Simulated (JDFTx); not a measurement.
A run of JDFTx 1.7.0 (patched build):

The input bands.in:

```
include GaP.lattice
coords-type Lattice
include GaP.ionpos

ion-species pseudo/Ga.upf
ion-species pseudo/P.upf
elec-cutoff 40 320
elec-ex-corr mgga-x-task lda-c-pw
elec-smearing Fermi 0.0018374661
elec-n-bands 15
electronic-minimize nIterations 30 energyDiffThreshold 1e-06
davidson-band-ratio 1.3
forces-output-coords Cartesian
include path.kpoints
symmetries none
fix-electron-density run.$VAR

dump-name bands.$VAR
dump End Ecomponents EigStats BandEigs Kpoints Forces
```

File GaP.lattice:

```
lattice \
    0.0000000000     5.1499761211     5.1499761211 \
    5.1499761211     0.0000000000     5.1499761211 \
    5.1499761211     5.1499761211     0.0000000000
```

The input GaP.ionpos:

```
ion Ga     0.0000000000     0.0000000000     0.0000000000 1
ion P      0.7500000000     0.7500000000     0.7500000000 1
```

path.kpoints

```
kpoint +0.0000000000 +0.0000000000 +0.0000000000 0.020000000000
kpoint +0.0714285714 +0.0000000000 +0.0714285714 0.020000000000
kpoint +0.1428571429 +0.0000000000 +0.1428571429 0.020000000000
kpoint +0.2142857143 +0.0000000000 +0.2142857143 0.020000000000
kpoint +0.2857142857 +0.0000000000 +0.2857142857 0.020000000000
kpoint +0.3571428571 +0.0000000000 +0.3571428571 0.020000000000
kpoint +0.4285714286 +0.0000000000 +0.4285714286 0.020000000000
kpoint +0.5000000000 +0.0000000000 +0.5000000000 0.020000000000
kpoint +0.5000000000 +0.0833333333 +0.5833333333 0.020000000000
kpoint +0.5000000000 +0.1666666667 +0.6666666667 0.020000000000
kpoint +0.5000000000 +0.2500000000 +0.7500000000 0.020000000000
kpoint +0.4375000000 +0.3125000000 +0.7500000000 0.020000000000
kpoint +0.3750000000 +0.3750000000 +0.7500000000 0.020000000000
kpoint +0.3281250000 +0.3281250000 +0.6562500000 0.020000000000
kpoint +0.2812500000 +0.2812500000 +0.5625000000 0.020000000000
kpoint +0.2343750000 +0.2343750000 +0.4687500000 0.020000000000
kpoint +0.1875000000 +0.1875000000 +0.3750000000 0.020000000000
kpoint +0.1406250000 +0.1406250000 +0.2812500000 0.020000000000
kpoint +0.0937500000 +0.0937500000 +0.1875000000 0.020000000000
kpoint +0.0468750000 +0.0468750000 +0.0937500000 0.020000000000
kpoint +0.0000000000 +0.0000000000 +0.0000000000 0.020000000000
kpoint +0.0833333333 +0.0833333333 +0.0833333333 0.020000000000
kpoint +0.1666666667 +0.1666666667 +0.1666666667 0.020000000000
kpoint +0.2500000000 +0.2500000000 +0.2500000000 0.020000000000
kpoint +0.3333333333 +0.3333333333 +0.3333333333 0.020000000000
kpoint +0.4166666667 +0.4166666667 +0.4166666667 0.020000000000
kpoint +0.5000000000 +0.5000000000 +0.5000000000 0.020000000000
kpoint +0.5250000000 +0.4500000000 +0.5250000000 0.020000000000
kpoint +0.5500000000 +0.4000000000 +0.5500000000 0.020000000000
kpoint +0.5750000000 +0.3500000000 +0.5750000000 0.020000000000
kpoint +0.6000000000 +0.3000000000 +0.6000000000 0.020000000000
kpoint +0.6250000000 +0.2500000000 +0.6250000000 0.020000000000
kpoint +0.5625000000 +0.2500000000 +0.6875000000 0.020000000000
kpoint +0.5000000000 +0.2500000000 +0.7500000000 0.020000000000
kpoint +0.5000000000 +0.2916666667 +0.7083333333 0.020000000000
kpoint +0.5000000000 +0.3333333333 +0.6666666667 0.020000000000
kpoint +0.5000000000 +0.3750000000 +0.6250000000 0.020000000000
kpoint +0.5000000000 +0.4166666667 +0.5833333333 0.020000000000
kpoint +0.5000000000 +0.4583333333 +0.5416666667 0.020000000000
kpoint +0.5000000000 +0.5000000000 +0.5000000000 0.020000000000
kpoint +0.4791666667 +0.4791666667 +0.5416666667 0.020000000000
kpoint +0.4583333333 +0.4583333333 +0.5833333333 0.020000000000
kpoint +0.4375000000 +0.4375000000 +0.6250000000 0.020000000000
kpoint +0.4166666667 +0.4166666667 +0.6666666667 0.020000000000
kpoint +0.3958333333 +0.3958333333 +0.7083333333 0.020000000000
kpoint +0.3750000000 +0.3750000000 +0.7500000000 0.020000000000
kpoint +0.6250000000 +0.2500000000 +0.6250000000 0.020000000000
kpoint +0.5833333333 +0.1666666667 +0.5833333333 0.020000000000
kpoint +0.5416666667 +0.0833333333 +0.5416666667 0.020000000000
kpoint +0.5000000000 +0.0000000000 +0.5000000000 0.020000000000
```

Potentials or basis: SG15-PBE-1.2.

Command:

```console
$ jdftx -c 1 -i bands.in -o bands.out
```

Hardware: 1 thread of AMD EPYC 9R45 96-Core Processor (Zen 5), with other jobs on the host.

Question: How long does it take, and how much memory?

Answer: Run time: 64 s on 1 thread of AMD EPYC 9R45 96-Core Processor (Zen 5), on a shared host, peak memory 0.11 GiB. Counts: scf iterations 0, bands 15, plane waves 3298.
